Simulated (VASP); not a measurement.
The system is AlAs.

```
Al As
1.0
     0.00000    2.83856    2.83856
     2.83856    0.00000    2.83856
     2.83856    2.83856    0.00000
Al As
1 1
Direct
  0.00000 0.00000 0.00000
  0.25000 0.25000 0.25000
```

The cell is a database's computed one.

Program: VASP 6.6.1. Alike in all runs: task band structure; no spin polarisation; cell as given; cutoff (eV) 450; smearing gaussian 0.02 eV.

Q: Order these runs on this cell by their band gap on the k mesh, lowest first.
A. level r2SCAN; potentials or basis VASP PAW PBE potentials, release 64 (Al, As); k mesh 10 × 10 × 10; further INCAR settings ALGO = Normal; EDIFF = 1e-06
B. level LDA; potentials or basis VASP PAW LDA potentials, release 64 (Al, As); k mesh 10 × 10 × 10; further INCAR settings ALGO = Fast; EDIFF = 1e-06
C. level HSE06; potentials or basis VASP PAW PBE potentials, release 64 (Al, As); k mesh 8 × 8 × 8; further INCAR settings ALGO = Normal; EDIFF = 1e-06; grid for exact exchange (PRECFOCK) Fast; screening parameter 0.2 1/A

A: B (1.35 eV), A (1.80 eV), C (2.12 eV).

Runs at the PBE level aren't shown here.
